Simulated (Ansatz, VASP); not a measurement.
One calculation of KF, two programs

The input INCAR:

```
SYSTEM = KF
PREC = Accurate
ENCUT = 520
EDIFF = 1E-6
ISMEAR = 0
SIGMA = 0.01
LREAL = .FALSE.
LASPH = .TRUE.
NELM = 100
ALGO = Normal
ISIF = 2
LWAVE = .FALSE.
LCHARG = .FALSE.
GGA = PE
NBANDS = 24
```

Contents of KPOINTS:

```
regular mesh
0
G
  6 6 4
  0 0 0
```

Contents of POSCAR:

```
KF
1.0
    4.4847157331      0.0000000000      0.0000000000
   -2.2423578666      3.8838777536      0.0000000000
    0.0000000000      0.0000000000      5.2716949952
K F
2 2
Direct
    0.3333333333      0.6666666667      0.2500000000
    0.6666666667      0.3333333333      0.7500000000
    0.6666666667      0.3333333333      0.2500000000
    0.3333333333      0.6666666667      0.7500000000
```

Input for Ansatz:

```yaml
crystal:
  lattice:
    - [4.4847157331, 0.0, 0.0]
    - [-2.2423578666, 3.8838777536, 0.0]
    - [0.0, 0.0, 5.2716949952]
  atoms:
    - { symbol: K, position: [0.3333333333, 0.6666666667, 0.25] }
    - { symbol: K, position: [0.6666666667, 0.3333333333, 0.75] }
    - { symbol: F, position: [0.6666666667, 0.3333333333, 0.25] }
    - { symbol: F, position: [0.3333333333, 0.6666666667, 0.75] }
kpoints:
  mp_grid: { grid: [6, 6, 4] }
hamiltonian:
  xc: pbe
scf:
  occupations: { method: fixed }
output:
  optics:
    e_range: [0, 21]
    de: 0.05
    sigma: 0.1
    bands: auto
    scissors: 1.891
```

Alike in both runs: task single point; functional PBE; k mesh 6 × 6 × 4; no spin polarisation.

```csv
,VASP,Ansatz
version,VASP 6.6.1,Ansatz 0.2.0
potentials or method,"VASP PAW PBE potentials, release 64 (K_sv, F)","plane waves, PAW"
plane-wave cutoff (eV),520,420
occupations,"gaussian, width 0.01 eV",fixed
valence electrons in the cell,32,32
```

Ansatz gave:

```
gap on the k mesh at the Fermi level (eV) : 5.38
```

Question: Estimate VASP's values.

Answer: gap on the k mesh at the Fermi level (eV): 5.37.

A k mesh can miss the band edges.
